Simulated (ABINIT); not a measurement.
# Ti2C (R-3m) in ABINIT: notebook

The runs below take Ti2C through single point, with LDA.

Everything below comes from runs of ABINIT 10.8.3 (patched build). Logs are shortened: lines on timing, memory, paths and dates and some standing lists are left out, and cuts for length are marked. The log counts tension as positive stress, the text compression.

**1. The structure**

It takes space group R-3m (No. 166, trigonal). Conventional cell: a = 3.081 Å, b = 3.081 Å, c = 14.441 Å, α = 90.00°, β = 90.00°, γ = 120.00°. Around Ti (site symmetry 3m) lie 3 C at 2.11 Å. Around C (site symmetry -3m) lie 6 Ti at 2.11 Å.

The cell comes from a database or a generator and needn't be the stable form of this composition.

**2. Single point, LDA**

File run.abi:

```
# Pseudopotentials
pp_dirpath "./"
pseudos "Ti.upf, C.upf"

# Structure
acell 5.131995847 5.131995847 5.131995847 Angstrom
rprim
     0.3002142299     0.1733287664     0.9379917670
    -0.3002142299     0.1733287664     0.9379917670
     0.0000000000    -0.3466575329     0.9379917670
ntypat 2
znucl 22 6
natom 3
typat 1 1 2
xred
     0.7545021700     0.7545021700     0.7545021700
     0.2454978300     0.2454978300     0.2454978300
     0.5000000000     0.5000000000     0.5000000000

# Plane-wave basis
ecut 35.0

# k points
kptopt 1
ngkpt 8 8 8
nshiftk 1
shiftk 0.0 0.0 0.0

# Exchange and correlation
ixc 7

# Bands and occupations
nband 18
occopt 3
tsmear 0.00183747

# SCF cycle
nstep 100
tolvrs 1.0e-10

# Output
iomode 3
prtwf 0
prtden 0
prteig 0
prtebands 0
enunit 1
```

Potentials or basis: PseudoDojo NC SR LDA v0.4.1 standard.

Launch:

```sh
$ abinit run.abi > log 2>&1
```

run.abo:

```text
.Version 10.8.3 of ABINIT
 Symmetries : space group R-3 m (#166); Bravais hR (rhombohedral)
================================================================================
 Values of the parameters that define the memory need of the present run
     intxc =       0    ionmov =       0      iscf =       7    lmnmax =       6
     lnmax =       6     mgfft =      54  mpssoang =       3    mqgrid =    3001
     natom =       3  nloc_mem =       1    nspden =       1   nspinor =       1
    nsppol =       1      nsym =      12    n1xccc =    2501    ntypat =       2
    occopt =       3   xclevel =       1
       mpw =        2676          nfft =      157464          nkpt =          65
================================================================================
================================================================================

--------------------------------------------------------------------------------
------------- Echo of variables that govern the present computation ------------
--------------------------------------------------------------------------------
 -outvars: echo values of preprocessed input variables --------
            acell      9.6980666301E+00  9.6980666301E+00  9.6980666301E+00 Bohr
              amu      4.78800000E+01  1.20110000E+01
             ecut      3.50000000E+01 Hartree
           enunit           1
                       outvar_i_n : Printing only first  50 k-points.
              ixc           7
                       outvar_i_n : Printing only first  50 k-points.
         kptrlatt        8    0    0      0    8    0      0    0    8
          kptrlen      4.65839617E+01
            natom           3
            nband          18
            ngfft          54      54      54
             nkpt          65
            nstep         100
             nsym          12
           ntypat           2
                       prtocc : prtvol=0, do not print more k-points.
           occopt           3
           prtden           0
        prtebands           0
           prteig           0
            prtwf           0
            rprim      3.0021422990E-01  1.7332876640E-01  9.3799176700E-01
                      -3.0021422990E-01  1.7332876640E-01  9.3799176700E-01
                       0.0000000000E+00 -3.4665753290E-01  9.3799176700E-01
          spgroup         166
           tolvrs      1.00000000E-10
           tsmear      1.83747000E-03 Hartree
            typat      1  1  2
                       outvars : Printing only first  50 k-points.
           xangst      6.1664914767E-17 -3.8720998083E-10  1.0895999399E+01
                       1.3073065019E-17 -1.2598937503E-10  3.5453101589E+00
                       0.0000000000E+00 -2.5659965792E-10  7.2206547791E+00
            xcart      1.1652980049E-16 -7.3172081698E-10  2.0590454733E+01
                       2.4704512512E-17 -2.3808541357E-10  6.6996652318E+00
                       0.0000000000E+00 -4.8490307748E-10  1.3645059982E+01
             xred      7.5450217000E-01  7.5450217000E-01  7.5450217000E-01
                       2.4549783000E-01  2.4549783000E-01  2.4549783000E-01
                       5.0000000000E-01  5.0000000000E-01  5.0000000000E-01
            znucl       22.00000    6.00000

================================================================================

 chkinp: Checking input parameters for consistency.

================================================================================
== DATASET  1 ==================================================================

--- !DatasetInfo
iteration_state: {dtset: 1, }
dimensions: {natom: 3, nkpt: 65, mband: 18, nsppol: 1, nspinor: 1, nspden: 1, mpw: 2676, }
cutoff_energies: {ecut:  35.0, pawecutdg:  -1.0, }
electrons: {nelect:   2.80000000E+01, charge:   0.00000000E+00, occopt:   3.00000000E+00, tsmear:   1.83747000E-03, }
meta: {optdriver: 0, ionmov: 0, optcell: 0, iscf: 7, paral_kgb: 0, }
...

 Exchange-correlation functional for the present dataset will be:
  LDA: Perdew-Wang 92 LSD fit to Ceperley-Alder data - ixc=7
  J.P.Perdew and Y.Wang, PRB 45, 13244 (1992)

 Real(R)+Recip(G) space primitive vectors, cartesian coordinates (Bohr,Bohr^-1):
 R(1)=  2.9114976  1.6809539  9.0967067  G(1)=  0.1717329  0.0991501  0.0366433
 R(2)= -2.9114976  1.6809539  9.0967067  G(2)= -0.1717329  0.0991501  0.0366433
 R(3)=  0.0000000 -3.3619079  9.0967067  G(3)=  0.0000000 -0.1983001  0.0366433
 Unit cell volume ucvol=  2.6712079E+02 bohr^3
 Angles (23,13,12)=  3.49409414E+01  3.49409414E+01  3.49409414E+01 degrees

 getcut: wavevector=  0.0000  0.0000  0.0000  ngfft=  54  54  54
         ecut(hartree)=     35.000   => boxcut(ratio)=   2.09089

--- Pseudopotential description ------------------------------------------------
- pspini: atom type   1  psp file is ./Ti.upf
12 -1012 2 -1 1568                            pspcod,pspxc,lmax,lloc,mmax
     nproj     2     2     2

- pspini: atom type   2  psp file is ./C.upf
12 -1012 1 -1 1234                            pspcod,pspxc,lmax,lloc,mmax
     nproj     2     2     0

   9.53072238E+02                                ecore*ucvol(ha*bohr**3)
--------------------------------------------------------------------------------

================================================================================

--- !BeginCycle
iteration_state: {dtset: 1, }
solver: {iscf: 7, nstep: 100, nline: 4, wfoptalg: 0, }
tolerances: {tolvrs: 1.00E-10, }
...

     iter   Etot(hartree)      deltaE(h)  residm     vres2
 ETOT  1  -124.17947323430    -1.242E+02 2.234E-01 9.278E+03
 ETOT  2  -123.66989116775     5.096E-01 1.709E-01 1.566E+04
 ETOT  3  -124.79196960844    -1.122E+00 2.194E-02 3.804E+01
 ETOT  4  -124.80012781760    -8.158E-03 1.147E-02 1.184E+01
 ETOT  5  -124.79991984067     2.080E-04 3.520E-03 9.137E+00
 ETOT  6  -124.80088158000    -9.617E-04 4.786E-03 1.368E+00
 ETOT  7  -124.80101421306    -1.326E-04 3.089E-03 1.076E-01
 ETOT  8  -124.80102643587    -1.222E-05 3.342E-03 7.490E-03
 ETOT  9  -124.80102884083    -2.405E-06 3.348E-03 3.664E-03
 ETOT 10  -124.80102955150    -7.107E-07 2.452E-03 3.267E-04
[... 6 lines left out ...]
 ETOT 17  -124.80102983855    -3.683E-10 8.621E-04 6.437E-07
 ETOT 18  -124.80102983867    -1.151E-10 3.430E-04 7.355E-07
 ETOT 19  -124.80102983873    -6.398E-11 6.718E-04 1.420E-07
 ETOT 20  -124.80102983876    -2.503E-11 2.812E-04 9.307E-09
 ETOT 21  -124.80102983876    -5.784E-12 5.315E-04 3.898E-10
 ETOT 22  -124.80102983876    -1.563E-13 2.498E-04 8.030E-10
 ETOT 23  -124.80102983876     3.837E-13 4.304E-04 2.778E-09
 ETOT 24  -124.80102983876    -2.061E-12 2.531E-04 1.511E-09
 ETOT 25  -124.80102983877    -3.297E-12 3.508E-04 5.813E-10
 ETOT 26  -124.80102983877     4.121E-13 2.392E-04 4.278E-12

 At SCF step   26       vres2   =  4.28E-12 < tolvrs=  1.00E-10 =>converged.

 Cartesian components of stress tensor (hartree/bohr^3)
  sigma(1 1)=  3.51197318E-04  sigma(3 2)=  4.87149014E-13
  sigma(2 2)=  3.51197320E-04  sigma(3 1)=  0.00000000E+00
  sigma(3 3)=  3.29055265E-04  sigma(2 1)=  0.00000000E+00

--- !ResultsGS
iteration_state: {dtset: 1, }
comment   : Summary of ground state results
lattice_vectors:
- [  2.9114976,   1.6809539,   9.0967067, ]
- [ -2.9114976,   1.6809539,   9.0967067, ]
- [  0.0000000,  -3.3619079,   9.0967067, ]
lattice_lengths: [   9.69807,    9.69807,    9.69807, ]
lattice_angles: [ 34.941,  34.941,  34.941, ] # degrees, (23, 13, 12)
lattice_volume:   2.6712079E+02
convergence: {deltae:  4.121E-13, res2:  4.278E-12, residm:  2.392E-04, diffor: null, }
etotal    :  -1.24801030E+02
entropy   :   0.00000000E+00
fermie    :   3.50726527E-01
cartesian_stress_tensor: # hartree/bohr^3
- [  3.51197318E-04,   0.00000000E+00,   0.00000000E+00, ]
- [  0.00000000E+00,   3.51197320E-04,   4.87149014E-13, ]
- [  0.00000000E+00,   4.87149014E-13,   3.29055265E-04, ]
pressure_GPa:  -1.0115E+01
xred      :
- [  7.5450E-01,   7.5450E-01,   7.5450E-01, Ti]
- [  2.4550E-01,   2.4550E-01,   2.4550E-01, Ti]
- [  5.0000E-01,   5.0000E-01,   5.0000E-01,  C]
cartesian_forces: # hartree/bohr
- [ -4.14201360E-19,  -4.43789498E-19,   6.65586140E-03, ]
- [  8.11413542E-19,   4.43789498E-19,  -6.65586140E-03, ]
- [ -3.97212182E-19,  -0.00000000E+00,  -0.00000000E+00, ]
force_length_stats: {min:   3.97212182E-19, max:   6.65586140E-03, mean:   4.43724093E-03, }
...

 Integrated electronic density in atomic spheres:
 ------------------------------------------------
 Atom  Sphere_radius  Integrated_density
    1        2.00000          9.53882122
    2        2.00000          9.53882122
    3        2.00000          3.98676328
================================================================================

 ----iterations are completed or convergence reached----

 Mean square residual over all n,k,spin=   17.945E-07; max=  23.924E-05
 reduced coordinates (array xred) for    3 atoms
       0.754502170000      0.754502170000      0.754502170000
       0.245497830000      0.245497830000      0.245497830000
       0.500000000000      0.500000000000      0.500000000000
 rms dE/dt=  4.9436E-02; max dE/dt=  6.0546E-02; dE/dt below (all hartree)
    1      -0.060546418700     -0.060546418700     -0.060546418700
    2       0.060546418700      0.060546418700      0.060546418700
    3       0.000000000000      0.000000000000      0.000000000000

 cartesian coordinates (angstrom) at end:
    1      0.00000000000000    -0.00000000038721    10.89599939937349
    2      0.00000000000000    -0.00000000012599     3.54531015891909
    3      0.00000000000000    -0.00000000025660     7.22065477914629

 cartesian forces (hartree/bohr) at end:
    1     -0.00000000000000    -0.00000000000000     0.00665586140097
    2      0.00000000000000     0.00000000000000    -0.00665586140097
    3     -0.00000000000000    -0.00000000000000    -0.00000000000000
 frms,max,avg= 3.1376032E-03 6.6558614E-03   0.000E+00  0.000E+00  0.000E+00 h/b

 cartesian forces (eV/Angstrom) at end:
    1     -0.00000000000000    -0.00000000000000     0.34225815430609
    2      0.00000000000000     0.00000000000000    -0.34225815430609
    3     -0.00000000000000    -0.00000000000000    -0.00000000000000
 frms,max,avg= 1.6134204E-01 3.4225815E-01   0.000E+00  0.000E+00  0.000E+00 e/A
 length scales=  9.698066630126  9.698066630126  9.698066630126 bohr
              =  5.131995847000  5.131995847000  5.131995847000 angstroms
 Fermi (or HOMO) energy (eV) =   9.54375   Average Vxc (eV)= -12.21509
 Eigenvalues (   eV  ) for nkpt=  65  k points:
 kpt#   1, nband= 18, wtk=  0.00195, kpt=  0.0000  0.0000  0.0000 (reduced coord)
 -46.60996  -46.50396  -23.51467  -22.98405  -22.98405  -22.93564  -22.90548  -22.90548
  -1.65701    4.70764    6.98869    6.98869    7.60253   10.00284   10.00284   10.51647
  11.46685   11.46704
 prteigrs : prtvol=0 or 1, do not print more k-points.

--- !EnergyTerms
iteration_state     : {dtset: 1, }
comment             : Components of total free energy in Hartree
kinetic             :  5.08092092846805E+01
hartree             :  2.63201988737640E+01
xc                  : -1.94041592040925E+01
Ewald energy        : -8.99123832136323E+01
psp_core            :  3.56794484038603E+00
local_psp           : -9.67155307412305E+01
non_local_psp       :  5.34240703773859E-01
internal            : -1.24800479456351E+02
'-kT*entropy'       : -5.50382416637314E-04
total_energy        : -1.24801029838767E+02
total_energy_eV     : -3.39600902683890E+03
band_energy         : -1.44660832877820E+01
...

 Cartesian components of stress tensor (hartree/bohr^3)
  sigma(1 1)=  3.51197318E-04  sigma(3 2)=  4.87149014E-13
  sigma(2 2)=  3.51197320E-04  sigma(3 1)=  0.00000000E+00
  sigma(3 3)=  3.29055265E-04  sigma(2 1)=  0.00000000E+00

-Cartesian components of stress tensor (GPa)         [Pressure= -1.0115E+01 GPa]
- sigma(1 1)=  1.03325818E+01  sigma(3 2)=  1.43324188E-08
- sigma(2 2)=  1.03325819E+01  sigma(3 1)=  0.00000000E+00
- sigma(3 3)=  9.68114013E+00  sigma(2 1)=  0.00000000E+00

== END DATASET(S) ==============================================================
================================================================================

 -outvars: echo values of variables after computation  --------
            acell      9.6980666301E+00  9.6980666301E+00  9.6980666301E+00 Bohr
           etotal     -1.2480102984E+02
            fcart     -4.1420135990E-19 -4.4378949820E-19  6.6558614010E-03
                       8.1141354217E-19  4.4378949820E-19 -6.6558614010E-03
                      -3.9721218227E-19 -0.0000000000E+00 -0.0000000000E+00
            rprim      3.0021422990E-01  1.7332876640E-01  9.3799176700E-01
                      -3.0021422990E-01  1.7332876640E-01  9.3799176700E-01
                       0.0000000000E+00 -3.4665753290E-01  9.3799176700E-01
           strten      3.5119731821E-04  3.5119732042E-04  3.2905526473E-04
                       4.8714901428E-13  0.0000000000E+00  0.0000000000E+00
           xangst      6.1664914767E-17 -3.8720998083E-10  1.0895999399E+01
                       1.3073065019E-17 -1.2598937503E-10  3.5453101589E+00
                       0.0000000000E+00 -2.5659965792E-10  7.2206547791E+00
             xred      7.5450217000E-01  7.5450217000E-01  7.5450217000E-01
                       2.4549783000E-01  2.4549783000E-01  2.4549783000E-01
                       5.0000000000E-01  5.0000000000E-01  5.0000000000E-01
 Calculation completed.
```

It took 6.8 min on 1 thread of Arm Neoverse V2, shared host; peak memory 0.13 GiB.

What came out:

| Item | Value |
| --- | --- |
| Free energy | -3396.0090 eV |
| Largest force | 0.342 eV/Å |
| Band gap on the k mesh | none (metal or under the smearing width) |
| Valence electrons inside the program's atomic spheres | Ti 9.54; C 3.99 |

Forces in eV/Å, atoms in the order of the input:
```
Ti   0.000  0.000  0.342
Ti   0.000  0.000 -0.342
C    0.000  0.000  0.000
```

Levels at points of the mesh, in eV from the Fermi level:
```tsv
k point	band 10	band 11	band 12	band 13	band 14	band 15	band 16	band 17	band 18
(0.00, 0.00, 0.00)	-4.84	-2.56	-2.56	-1.94	0.46	0.46	0.97	1.92	1.92
(0.50, 0.00, 0.00)	-4.65	-2.98	-2.44	-1.27	-0.94	0.12	1.81	2.67	2.89
(0.50, 0.50, 0.00)	-5.01	-2.83	-2.61	-1.67	-0.84	0.88	2.46	2.85	3.03
(0.50, 0.50, 0.50)	-5.61	-2.40	-2.40	-0.87	0.13	0.83	0.83	1.76	1.94
```

Caveat: the cutoff is too short for stress, so the log's stress isn't used.

**3. Single point, LDA**

File run.abi:

```
pp_dirpath "./"
pseudos "Ti.upf, C.upf"

acell 3*1.0
rprim
     2.9114976028     1.6809539246     9.0967066484
    -2.9114976028     1.6809539246     9.0967066484
     0.0000000000    -3.3619078495     9.0967066484
ntypat 2
znucl 22 6
natom 3
typat 1 1 2
xred
     0.7545021700     0.7545021700     0.7545021700
     0.2454978300     0.2454978300     0.2454978300
     0.5000000000     0.5000000000     0.5000000000

ecut 35.0

kptopt 1
ngkpt 8 8 8
nshiftk 1
shiftk 0.0 0.0 0.0

ixc 7

nband 18
occopt 3
tsmear 0.05 eV

nstep 100
tolvrs 1.0e-10

iomode 3
prtwf 0
prteig 0
prtebands 0
prtden 1
prtvha 1
prtvclmb 1
prtpot 1
prtelf 1
```

Potentials or basis: PseudoDojo NC SR LDA v0.4.1 standard.

Launch:

```sh
$ mpirun --bind-to none -np 4 abinit run.abi > log 2>&1
```

run.abo:

```text
.Version 10.8.3 of ABINIT
 Symmetries : space group R-3 m (#166); Bravais hR (rhombohedral)
================================================================================
 Values of the parameters that define the memory need of the present run
     intxc =       0    ionmov =       0      iscf =       7    lmnmax =       6
     lnmax =       6     mgfft =      54  mpssoang =       3    mqgrid =    3001
     natom =       3  nloc_mem =       1    nspden =       1   nspinor =       1
    nsppol =       1      nsym =      12    n1xccc =    2501    ntypat =       2
    occopt =       3   xclevel =       1
       mpw =        2676          nfft =      157464          nkpt =          65
================================================================================
================================================================================

--------------------------------------------------------------------------------
------------- Echo of variables that govern the present computation ------------
--------------------------------------------------------------------------------
 -outvars: echo values of preprocessed input variables --------
            acell      1.0000000000E+00  1.0000000000E+00  1.0000000000E+00 Bohr
              amu      4.78800000E+01  1.20110000E+01
             ecut      3.50000000E+01 Hartree
                       outvar_i_n : Printing only first  50 k-points.
              ixc           7
                       outvar_i_n : Printing only first  50 k-points.
         kptrlatt        8    0    0      0    8    0      0    0    8
          kptrlen      4.65839616E+01
            natom           3
            nband          18
            ngfft          54      54      54
             nkpt          65
[... 220 lines left out ...]
'-kT*entropy'       : -5.50380301246566E-04
total_energy        : -1.24801029837785E+02
total_energy_eV     : -3.39600902681217E+03
band_energy         : -1.44660832557036E+01
...

 Cartesian components of stress tensor (hartree/bohr^3)
  sigma(1 1)=  3.51197312E-04  sigma(3 2)=  1.50695100E-13
  sigma(2 2)=  3.51197312E-04  sigma(3 1)=  0.00000000E+00
  sigma(3 3)=  3.29055271E-04  sigma(2 1)=  0.00000000E+00

-Cartesian components of stress tensor (GPa)         [Pressure= -1.0115E+01 GPa]
- sigma(1 1)=  1.03325816E+01  sigma(3 2)=  4.43360290E-09
- sigma(2 2)=  1.03325816E+01  sigma(3 1)=  0.00000000E+00
- sigma(3 3)=  9.68114030E+00  sigma(2 1)=  0.00000000E+00

== END DATASET(S) ==============================================================
================================================================================

 -outvars: echo values of variables after computation  --------
            acell      1.0000000000E+00  1.0000000000E+00  1.0000000000E+00 Bohr
           etotal     -1.2480102984E+02
            fcart     -1.0271818596E-18 -4.0130270099E-19  6.6558605648E-03
                       1.8216062247E-18  9.7954385965E-19 -6.6558605648E-03
                      -7.9442436511E-19 -5.7824115866E-19 -2.8912057933E-19
            rprim      2.9114976028E+00  1.6809539246E+00  9.0967066484E+00
                      -2.9114976028E+00  1.6809539246E+00  9.0967066484E+00
                       0.0000000000E+00 -3.3619078495E+00  9.0967066484E+00
           strten      3.5119731155E-04  3.5119731190E-04  3.2905527073E-04
                       1.5069509960E-13  0.0000000000E+00  0.0000000000E+00
           xangst     -2.7284484713E-17 -1.1977941503E-10  1.0895999392E+01
                       2.7284484713E-17 -3.8973514376E-11  3.5453101564E+00
                       0.0000000000E+00 -7.9376489392E-11  7.2206547740E+00
             xred      7.5450217000E-01  7.5450217000E-01  7.5450217000E-01
                       2.4549783000E-01  2.4549783000E-01  2.4549783000E-01
                       5.0000000000E-01  5.0000000000E-01  5.0000000000E-01
 Calculation completed.
```

It took 3.6 min on 4 MPI ranks of Arm Neoverse N1, shared host; peak memory 0.4 GiB.

Results:

```
Free energy                                           : -3396.0090 eV
Largest force                                         : 0.342 eV/Å
Band gap on the k mesh                                : none (metal or under the smearing width)
Valence electrons inside the program's atomic spheres : Ti 9.54; C 3.99
```

Forces in eV/Å, atoms in the order of the input:
```
Ti   0.000  0.000  0.342
Ti   0.000  0.000 -0.342
C    0.000  0.000  0.000
```

Levels at points of the mesh, in eV from the Fermi level:
```
           k point  band 10  band 11  band 12  band 13  band 14  band 15  band 16  band 17  band 18
(0.00, 0.00, 0.00)    -4.84    -2.56    -2.56    -1.94     0.46     0.46     0.97     1.92     1.92
(0.50, 0.00, 0.00)    -4.65    -2.98    -2.44    -1.27    -0.94     0.12     1.81     2.67     2.89
(0.50, 0.50, 0.00)    -5.01    -2.83    -2.61    -1.67    -0.84     0.88     2.46     2.85     3.03
(0.50, 0.50, 0.50)    -5.61    -2.40    -2.40    -0.87     0.13     0.83     0.83     1.76     1.94
```

Caveat: the cutoff is too short for stress, so the log's stress isn't used.
